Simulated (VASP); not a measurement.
These are LDA (Ceperley-Alder, Perdew-Zunger), VASP's LDA PAW potentials (set 64) (plane waves; VASP 6.6.1) values and carry that method's errors.

VASP ran on this input.

**POSCAR**
```
LiI
1
    0.0000000000     2.9024681060     2.9024681060
    2.9024681060     0.0000000000     2.9024681060
    2.9024681060     2.9024681060     0.0000000000
Li I
1 1
Direct
  0.0000000000   0.0000000000   0.0000000000
  0.5000000000   0.5000000000   0.5000000000
```

KPOINTS:
```
k-points along high-symmetry lines
15
Line-mode
Reciprocal
  0.000000   0.000000   0.000000 ! GAMMA
  0.500000   0.000000   0.500000 ! X

  0.500000   0.000000   0.500000 ! X
  0.625000   0.250000   0.625000 ! U

  0.375000   0.375000   0.750000 ! K
  0.000000   0.000000   0.000000 ! GAMMA

  0.000000   0.000000   0.000000 ! GAMMA
  0.500000   0.500000   0.500000 ! L

  0.500000   0.500000   0.500000 ! L
  0.500000   0.250000   0.750000 ! W

  0.500000   0.250000   0.750000 ! W
  0.500000   0.000000   0.500000 ! X
```

### INCAR
```
# general
SYSTEM  = LiI
PREC    = Accurate
ENCUT   = 520
LREAL   = .False.   # projection in real space or not
LASPH   = .True.
ICHARG  = 11   # fixed density

# electronic loop
EDIFF   = 1E-7   # SCF stop (eV)
NELM    = 100
ALGO    = Normal
LMAXMIX = 4   # l cut-off of mixed one-centre charges

# smearing
ISMEAR  = 0   # Gaussian
SIGMA   = 0.05   # width (eV)

# output
LWAVE   = .False.
LCHARG  = .False.
LORBIT  = 11
```

POTCAR, in this order: Li_sv I (LDA.64 set). Program: vasp_std. Read from the step before: CHGCAR.

Output

File OSZICAR:
```
       N       E                     dE             d eps       ncg     rms          rms(c)
DAV:   1     0.367859966290E+02    0.36786E+02   -0.37247E+03  1620   0.971E+02
DAV:   2    -0.430776289495E+01   -0.41094E+02   -0.38745E+02  2256   0.135E+02
DAV:   3    -0.592101722427E+01   -0.16133E+01   -0.16120E+01  2109   0.315E+01
DAV:   4    -0.596252297839E+01   -0.41506E-01   -0.41482E-01  2525   0.515E+00
DAV:   5    -0.596293322373E+01   -0.41025E-03   -0.41023E-03  2319   0.477E-01
DAV:   6    -0.596293835961E+01   -0.51359E-05   -0.51357E-05  2540   0.435E-02
DAV:   7    -0.596293839075E+01   -0.31143E-07   -0.31159E-07  2355   0.341E-03
   1 F= -.59629384E+01 E0= -.59629384E+01  d E =-.317430E-17
```

**OUTCAR**
```
 val. band max:        2.9745300140   @ k =   0.1071   0.1071   0.2143

 cond. band min:       7.2570978164   @ k =   0.5000   0.0000   0.5000



 k-point     1 :       0.0000    0.0000    0.0000
  band No.  band energies     occupation
      1     -41.2665      2.00000
      2      -9.1589      2.00000
      3       2.9569      2.00000
      4       2.9569      2.00000
      5       2.9569      2.00000
      6       7.4908      0.00000
      7      11.1582      0.00000
      8      11.1582      0.00000
      9      11.1582      0.00000

 k-point     2 :       0.0357    0.0000    0.0357
  band No.  band energies     occupation
      1     -41.2664      2.00000
      2      -9.1492      2.00000
      3       2.8967      2.00000
      4       2.9328      2.00000
      5       2.9328      2.00000
      6       7.5701      0.00000
      7      11.0380      0.00000
      8      11.1793      0.00000
      9      11.1793      0.00000

 k-point     3 :       0.0714    0.0000    0.0714
  band No.  band energies     occupation
      1     -41.2664      2.00000
      2      -9.1203      2.00000
      3       2.7264      2.00000
      4       2.8630      2.00000
      5       2.8630      2.00000
      6       7.7962      0.00000
      7      10.7460      0.00000
      8      11.2420      0.00000
      9      11.2458      0.00000

 k-point     4 :       0.1071    0.0000    0.1071
  band No.  band energies     occupation
      1     -41.2663      2.00000
      2      -9.0731      2.00000
      3       2.4706      2.00000
      4       2.7543      2.00000
      5       2.7543      2.00000
      6       8.1439      0.00000
      7      10.3848      0.00000
      8      10.7252      0.00000
      9      11.3453      0.00000

 k-point     5 :       0.1429    0.0000    0.1429
  band No.  band energies     occupation
      1     -41.2662      2.00000
      2      -9.0087      2.00000
      3       2.1560      2.00000
      4       2.6164      2.00000
...
```

The density is held fixed in this step, so its total energy and stress have no physical meaning. Unless said otherwise, spin-orbit coupling is left out, though it shifts the bands of the heavy elements here.

The compound is LiI in the rock salt structure. It was relaxed first, which changed the volume by -10 %.
